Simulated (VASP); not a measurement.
Zr:

```
Zr
1.0
     3.23200    0.00000    0.00000
    -1.61600    2.79899    0.00000
     0.00000    0.00000    5.14700
Zr
2
Direct
  0.66667 0.33333 0.75000
  0.33333 0.66667 0.25000
```

| Quantity | Value |
| --- | --- |
| Program | VASP 6.6.1 |
| Task | single point |
| Functional | PBEsol |
| Potentials or basis | VASP PAW PBE potentials, release 64 (Zr_sv) |
| Cutoff | 520 eV |
| k mesh | 9 × 9 × 5 |
| Occupations | fermi-dirac, width 0.05 eV |
| Spin | no spin polarisation |

On this cell: pressure -3.2 GPa; largest force under 0.003 eV/Å; band gap on the k mesh none (metal or under the smearing width).

The same run follows on a disturbed copy (atoms moved at random, drawn with an rms of 0.05 Å):

```
CELL_PARAMETERS angstrom
3.23200 0.00000 0.00000
-1.61600 2.79899 0.00000
0.00000 0.00000 5.14700
ATOMIC_POSITIONS crystal
Zr 0.66214 0.33864 0.74918
Zr 0.34713 0.68258 0.24458
```

What changes?

The energy (extrapolated to zero smearing) moves by +1.0 meV/atom; pressure -3.2 GPa; largest force 0.097 eV/Å; band gap on the k mesh none (metal or under the smearing width).

Forces in eV/Å, atoms in the order of the input:
```
Zr   0.035  0.024 -0.088
Zr  -0.035 -0.024  0.088
```

Stress tensor (GPa, compression positive):
```
-3.71 -0.27 -0.01
-0.27 -3.32  0.00
-0.01  0.00 -2.64
```

Caveats: the PAW data sets were made with another functional, which shifts forces and pressure a little.
